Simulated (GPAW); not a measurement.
Set up this calculation in GPAW 26.7.0, as an ASE script.

```yaml
Task: equation of state
Functional: PBEsol
Dispersion: D4
Potentials_or_basis: PAW data sets generated in the run's folder for this functional
Cutoff: 800 eV
Basis: pw
k_mesh: 8 × 8 × 8
Occupations: fermi-dirac, width 0.05 eV
Spin: no spin polarisation
Maxiter: 150
Eos_scales: "[0.94, 0.96, 0.98, 1.0, 1.02, 1.04, 1.06]"
```

The system is BAs.

```
As B
1.0
     0.00000    2.38850    2.38850
     2.38850    0.00000    2.38850
     2.38850    2.38850    0.00000
As B
1 1
Direct
  0.75000 0.75000 0.75000
  0.00000 0.00000 0.00000
```

The input as run:

run.py

```python
from ase import Atoms
from ase.calculators.mixing import SumCalculator
from ase.eos import EquationOfState
from ase.io import Trajectory
from ase.units import GPa
from dftd4.ase import DFTD4
from gpaw import GPAW, PW, setup_paths

setup_paths.insert(0, '.')

atoms = Atoms(['As', 'B'],
              cell=[[0.0, 2.3885, 2.3885],
                    [2.3885, 0.0, 2.3885],
                    [2.3885, 2.3885, 0.0]],
              scaled_positions=[[0.75, 0.75, 0.75],
                                [0.0, 0.0, 0.0]],
              pbc=True)

traj = Trajectory('eos.traj', 'w')
volumes, energies = [], []
for x in [0.94, 0.96, 0.98, 1.0, 1.02, 1.04, 1.06]:
    a = atoms.copy()
    a.set_cell(atoms.cell * x**(1 / 3), scale_atoms=True)
    calc = GPAW(mode=PW(800),
                xc='PBEsol',
                kpts={'size': (8, 8, 8), 'gamma': True},
                occupations={'name': 'fermi-dirac', 'width': 0.05},
                nbands=11,
                convergence={'density': 1e-05, 'energy': 1e-05},
                maxiter=150,
                txt=f'eos-{x:.2f}.txt')
    a.calc = SumCalculator([calc, DFTD4(method='pbesol')])
    energies.append(a.get_potential_energy())
    volumes.append(a.get_volume())
    p = -a.get_stress()[:3].mean() / GPa
    calc.write(f'eos-{x:.2f}.gpw')
    traj.write(a)
    print(f'{x:.2f} {volumes[-1]:10.4f} A^3 {energies[-1]:14.6f} eV {p:9.3f} GPa', flush=True)

v0, e0, B = EquationOfState(volumes, energies, eos='birchmurnaghan').fit()
print(f'V0 = {v0:.4f} A^3, E0 = {e0:.6f} eV, B0 = {B / GPa:.2f} GPa')
```

Potentials or basis: PAW data sets generated in the run's folder for this functional, pw.

Run with:

```bash
$ gpaw-setup -f PBEsol As B
$ OMP_NUM_THREADS=1 python run.py
```

Results of the run:

```json
{"Equilibrium volume": "13.37 Å³/atom", "Bulk modulus": "146 GPa", "Pressure derivative of the bulk modulus": "4.2"}
```

It took 79 s on 1 thread of Arm Neoverse V1, on a shared host, peak memory 0.22 GiB.
